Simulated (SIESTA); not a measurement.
CoO under changes of volume

One of the cells (9.584 Å³/atom); the others are scaled copies at fixed shape and fractional positions:

```
CELL_PARAMETERS angstrom
-1.50800 1.50800 2.10725
1.50800 -1.50800 2.10725
1.50800 1.50800 -2.10725
ATOMIC_POSITIONS crystal
Co 0.00000 0.00000 0.00000
O 0.50000 0.50000 0.00000
```

- Program: SIESTA 5.4.2
- Functional: LDA
- Potentials or basis: PseudoDojo 0.4 standard (LDA files)
- Basis: DZP (energy shift 0.003 Ry; two zetas on semicore shells)
- Grid cutoff: 800 Ry
- Energy shift: 0.003 Ry
- k mesh: 9 × 9 × 9
- Occupations: fermi-dirac, width 0.05 eV
- Spin: collinear spin, ferromagnetic start
- Starting moments: [2.0, 0.0] μB

```tsv
volume (Å³/atom)	energy over the lowest point (meV/atom)	pressure (GPa)	moment (μB per cell)
9.009	0.00	-8.0	2.63
9.201	11.18	-11.4	2.70
9.392	27.02	-14.8	2.75
9.584	46.85	-17.6	2.79
9.776	?	?	?
9.967	94.84	-22.0	2.92
10.159	122.31	-24.0	2.96
```

Problem. What does the run at 9.776 Å³/atom give?

Solution. Energy over the lowest point 69.69 meV/atom; pressure -19.9 GPa; moment 2.86 μB per cell.

Worked out: A Birch-Murnaghan fit of order 3 (a polynomial in V^(-2/3)) to the other rows has its minimum at 8.75 Å³/atom, just outside them, with B0 = V·E''(V) = 273 GPa and B' = 7.1 at fixed shape and positions, which overstates the stiffness. It gives 69.65 meV/atom at 9.776 Å³/atom, against the run's 69.69, and -dE/dV = -20.2 GPa, against -19.9. A parabola through the other rows of the moment, of slope 0.283 μB per Å³/atom there, gives 2.86 μB, against the run's 2.86.

Energies are extrapolated to zero smearing.

Caveats: short orbitals over semicore shells can move pressures by several GPa; the basis of atomic orbitals isn't converged, which shifts pressures, moduli and gaps; a cell with one magnetic atom can't hold antiferromagnetic order, which such compounds often take.
